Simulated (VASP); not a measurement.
# Pd (Im-3m) in VASP: further runs

The runs below take Pd through single point, with PBE.

All numbers are computed with VASP 6.6.1; they aren't measurements. Logs are shortened: lines on timing, memory, paths and dates and some standing lists are left out, and cuts for length are marked.

## Step 1: The crystal as given

Symmetry: Im-3m, No. 229, cubic system. The conventional cell has a = 3.145 Å, b = 3.145 Å, c = 3.145 Å, α = 90.00°, β = 90.00°, γ = 90.00°. Pd (site symmetry m-3m) has 8 Pd at 2.72 Å as nearest neighbours.

This isn't the form of Pd at room conditions, which is fcc.

## Step 2: Single point, PBE

File INCAR:

```
SYSTEM = Pd
PREC = Normal ; ENCUT = 460
EDIFF = 1E-4 ; ISMEAR = 0
SIGMA = 0.1 ; LREAL = Auto
LASPH = .TRUE. ; NELM = 100
ALGO = Normal ; ISIF = 2
LWAVE = .FALSE. ; LCHARG = .FALSE.
GGA = PE ; ADDGRID = .FALSE.
```

File KPOINTS:

```
Automatic mesh
0
G
  11 11 11
  0 0 0
```

File POSCAR:

```
Pd
1.0
   -1.5722810000      1.5722810000      1.5722810000
    1.5722810000     -1.5722810000      1.5722810000
    1.5722810000      1.5722810000     -1.5722810000
Pd
1
Direct
    0.0000000000      0.0000000000      0.0000000000
```

Potentials or basis: VASP PAW PBE potentials, release 64 (Pd).

On the command line:

```console
> cat potpaw_PBE.64/Pd/POTCAR > POTCAR
> mpirun -np 1 vasp_std > vasp.out
```

OUTCAR:

```text
SYSTEM = Pd
   PREC = Normal
   ENCUT = 460
   EDIFF = 1E-4
   ISMEAR = 0
   LREAL = Auto
   LASPH = .TRUE.
   NELM = 100
   ISIF = 2
   GGA = PE

 Found     56 irreducible k-points:

 Following reciprocal coordinates:
            Coordinates               Weight
  0.000000  0.000000  0.000000      1.000000
  0.090909  0.000000  0.000000     12.000000
  0.181818  0.000000  0.000000     12.000000
  0.272727  0.000000  0.000000     12.000000
  0.363636  0.000000  0.000000     12.000000
  0.454545  0.000000  0.000000     12.000000
   k-points           NKPTS =     56   k-points in BZ     NKDIM =     56   number of bands    NBANDS=      9
   number of dos      NEDOS =    301   number of ions     NIONS =      1
   total plane-waves  NPLWV =   2744
   dimension x,y,z NGX =    14 NGY =   14 NGZ =   14
   dimension x,y,z NGXF=    28 NGYF=   28 NGZF=   28
   ions per type =               1
   NGX,Y,Z   is equivalent  to a cutoff of   8.55,  8.55,  8.55 a.u.
   NGXF,Y,Z  is equivalent  to a cutoff of  17.09, 17.09, 17.09 a.u.
 SYSTEM =  Pd
   PREC   = normal    normal or accurate (medium, high low for compatibility)
   ISTART =      0    job   : 0-new  1-cont  2-samecut
   ICHARG =      2    charge: 1-file 2-atom 10-const
   ISPIN  =      1    spin polarized calculation?
   LNONCOLLINEAR =      F non collinear calculations
   LSORBIT =      F    spin-orbit coupling
   LASPH  =      T    aspherical Exc in radial PAW
   ENCUT  =  460.0 eV  33.81 Ry    5.81 a.u.   4.76  4.76  4.76*2*pi/ulx,y,z
   NELM   =    100;   NELMIN=  2; NELMDL= -5     # of ELM steps
   EDIFF  = 0.1E-03   stopping-criterion for ELM
   LREAL  =      T    real-space projection
   EDIFFG = 0.1E-02   stopping-criterion for IOM
   NSW    =      0    number of steps for IOM
   IBRION =     -1    ionic relax: 0-MD 1-quasi-New 2-CG
   NFREE  =      0    steps in history (QN), initial steepest desc. (CG)
   ISIF   =      2    stress and relaxation
   ISYM   =      2    0-nonsym 1-usesym 2-fastsym
   POTIM  = 0.5000    time-step for ionic-motion
   TEBEG  =    0.0;   TEEND  =   0.0 temperature during run
   PSTRESS=    0.0 pullay stress
   NELECT =      10.0000    total number of electrons
   NUPDOWN=      -1.0000    fix difference up-down
   EMIN   =  10.00;   EMAX   =-10.00  energy-range for DOS
   EFERMI =   0.00;   METHOD = LEGACY
   ISMEAR =     0;   SIGMA  =   0.10  broadening in eV -4-tet -1-fermi 0-gaus
   EFERMI_NEDOS =   21; number of points for ismear=-14 and -15
   IALGO  =     38    algorithm
   IMIX   =      4    mixing-type and parameters
     AMIX     =   0.40;   BMIX     =  1.00
     AMIX_MAG =   1.60;   BMIX_MAG =  1.00
  volume/ion in A,a.u.               =      15.55       104.92
  Fermi-wavevector in a.u.,A,eV,Ry     =   1.413160  2.670485 27.171123  1.997021
  Thomas-Fermi vector in A             =   2.534834
   LORBIT       =      0    0 simple, 1 ext, 2 COOP (PROOUT), +10 PAW based schemes
   GGA     = PE    functional components
   LHFCALC =     F    Hartree Fock is set to
   AEXX    =    0.0000 exact exchange contribution
   IVDW    =     0    specifies the selected vdW correction
   LEPSILON=     F    determine dielectric tensor
   LRPA    =     F    only Hartree local field effects (RPA)
 non-spin polarized calculation
 Gauss-broadening in eV      SIGMA  =   0.10
  energy-cutoff  :      460.00
  volume of cell :       15.55
 maximum number of plane-waves:       370
   NGX =  9   NGY =  9   NGZ =  9

 number of electron      10.0000023 magnetization

 Free energy of the ion-electron system (eV)
  ---------------------------------------------------
  ext. energy  EPLUGINS =         0.00000000
  ---------------------------------------------------
  free energy    TOTEN  =        -5.16780413 eV

  energy without entropy =       -5.15902728  energy(sigma->0) =       -5.16341570

 E-fermi :   8.9203     XC(G=0): -12.8521

 val. band max:        8.8734220047   @ k =  -0.3636   0.4545   0.2727
 cond. band min:       8.9222420920   @ k =   0.4545   0.0909  -0.0000
 fundamental gap:      0.0488200873
 Fermi energy:         8.9202665848

 k-point     1 :       0.0000    0.0000    0.0000
  band No.  band energies     occupation
      1       2.1891      2.00000
      2       6.2005      2.00000
      3       6.2005      2.00000
      4       6.2005      2.00000
      5       8.0418      2.00000
      6       8.0418      2.00000
      7      28.1926      0.00000
      8      28.1926      0.00000
      9      28.1926      0.00000

 k-point     2 :       0.0909    0.0000    0.0000
  band No.  band energies     occupation
      1       2.4892      2.00000
      2       6.1032      2.00000
      3       6.2044      2.00000
      4       6.4089      2.00000
      5       7.9339      2.00000
      6       8.0494      2.00000
      7      27.9051      0.00000
      8      28.1937      0.00000
      9      28.5378      0.00000

 k-point     3 :       0.1818    0.0000    0.0000
  band No.  band energies     occupation
      1       3.2863      2.00000
      2       5.8510      2.00000
      3       6.2314      2.00000
      4       7.0002      2.00000
      5       7.7639      2.00000
      6       8.0774      2.00000
      7      26.2747      0.00000
      8      27.5923      0.00000
      9      29.4710      0.00000

 k-point     4 :       0.2727    0.0000    0.0000
  band No.  band energies     occupation
      1       4.0604      2.00000
      2       5.5386      2.00000
      3       6.6792      2.00000
      4       7.7606      2.00000
      5       7.8619      2.00000
      6       8.1313      2.00000
      7      23.1149      0.00000
      8      26.1474      0.00000
      9      30.2328      0.00000

 k-point     5 :       0.3636    0.0000    0.0000
  band No.  band energies     occupation
      1       4.1650      2.00000
      2       5.2672      2.00000
      3       7.8107      2.00000
      4       8.1991      2.00000
      5       8.2795      2.00000
      6       8.7734      1.96223
      7      19.6526      0.00000
      8      24.7984      0.00000
      9      27.8508      0.00000

 k-point     6 :       0.4545    0.0000    0.0000
  band No.  band energies     occupation
      1       4.0415      2.00000
      2       5.1121      2.00000
      3       7.9547      2.00000
      4       8.2484      2.00000
      5       9.3917      0.00000
      6      10.0580      0.00000
      7      16.9325      0.00000
      8      24.0422      0.00000
      9      26.4694      0.00000

 [... further k-points ...]

------------------------ aborting loop because EDIFF is reached ----------------------------------------

  FORCE on cell =-STRESS in cart. coord.  units (eV):
  Direction    XX          YY          ZZ          XY          YZ          ZX
  --------------------------------------------------------------------------------------
  -------------------------------------------------------------------------------------
  Total       -0.0974130     -0.0974130     -0.0974130      0.0000000     -0.0000000      0.0000000
  in kB      -10.0386856    -10.0386856    -10.0386856      0.0000000     -0.0000000      0.0000000
  external PRESSURE =     -10.0386856 kB  Pullay stress =       0.0000000 kB

 VOLUME and BASIS-vectors are now :
 -----------------------------------------------------------------------------
  energy-cutoff  :      460.00
  volume of cell :       15.55
      direct lattice vectors                 reciprocal lattice vectors
    -1.572281000  1.572281000  1.572281000     0.000000000  0.318009313  0.318009313
     1.572281000 -1.572281000  1.572281000     0.318009313  0.000000000  0.318009313
     1.572281000  1.572281000 -1.572281000     0.318009313  0.318009313  0.000000000

 POSITION                                       TOTAL-FORCE (eV/Angst)
 -----------------------------------------------------------------------------------
      0.00000      0.00000      0.00000         0.000000     -0.000000     -0.000000
 -----------------------------------------------------------------------------------
    total drift:                               -0.000000     -0.000000     -0.000000

  FREE ENERGIE OF THE ION-ELECTRON SYSTEM (eV)
  ---------------------------------------------------
  free  energy   TOTEN  =        -5.1678041289 eV

  energy  without entropy=       -5.1590272753  energy(sigma->0) =       -5.16341570
```

Run time: 5.7 s. Hardware: 1 thread of Intel Xeon Platinum 8375C at 2.90GHz (Ice Lake), shared host; peak memory 0.11 GiB.

The run converged, but some of its settings lie outside the range that counts as converged, so its numbers aren't taken as properties of the crystal.

Results:

- Free energy: -5.1678 eV
- Pressure: -1.0 GPa
- Band gap on the k mesh: none (metal or under the smearing width)

## Step 3: Single point, PBE

INCAR is that of step 2.

KPOINTS is that of step 2.

File POSCAR:

```
Pd
1.0
   -1.5345420000      1.5703810000      1.5719130000
    1.5565800000     -1.5514420000      1.5750130000
    1.5718420000      1.5887420000     -1.5529740000
Pd
1
Direct
    0.0275280000      0.0634310000      0.0341390000
```

Potentials or basis: VASP PAW PBE potentials, release 64 (Pd).

On the command line:

```console
> cat potpaw_PBE.64/Pd/POTCAR > POTCAR
> mpirun -np 1 vasp_std > vasp.out
```

Wall time 34 s (1 thread of Intel Xeon Platinum 8375C at 2.90GHz (Ice Lake), shared host); peak memory 0.15 GiB.

The run converged, but some of its settings lie outside the range that counts as converged, so its numbers aren't taken as properties of the crystal.

What came out:

```yaml
Free_energy: -5.1643 eV
Pressure: -1.0 GPa
Band_gap_on_the_k_mesh: none (metal or under the smearing width)
```

## Step 4: Single point, PBE

File INCAR:

```
SYSTEM = Pd
PREC = Accurate ; ENCUT = 340
EDIFF = 1E-6 ; ISMEAR = 0
SIGMA = 0.1 ; LREAL = .FALSE.
LASPH = .TRUE. ; NELM = 100
ALGO = Normal ; ISIF = 2
LWAVE = .FALSE. ; LCHARG = .FALSE.
GGA = PE ; ADDGRID = .FALSE.
```

File KPOINTS:

```
Automatic mesh
0
G
  13 13 13
  0 0 0
```

File POSCAR:

```
Pd
1.0
   -1.5722810000      1.5722810000      1.5722810000
    1.5722810000     -1.5722810000      1.5722810000
    1.5722810000      1.5722810000     -1.5722810000
Pd
1
Direct
    0.0000000000      0.0000000000      0.0000000000
```

On the command line:

```console
> cat potpaw_PBE.64/Pd/POTCAR > POTCAR
> mpirun -np 1 vasp_std > vasp.out
```

Wall time 7.8 s (1 thread of Intel Xeon Platinum 8375C at 2.90GHz (Ice Lake), shared host); peak memory 0.11 GiB.

The run converged, but some of its settings lie outside the range that counts as converged, so its numbers aren't taken as properties of the crystal.

What came out:

```
Free energy            : -5.1786 eV
Pressure               : -2.3 GPa
Band gap on the k mesh : none (metal or under the smearing width)
```
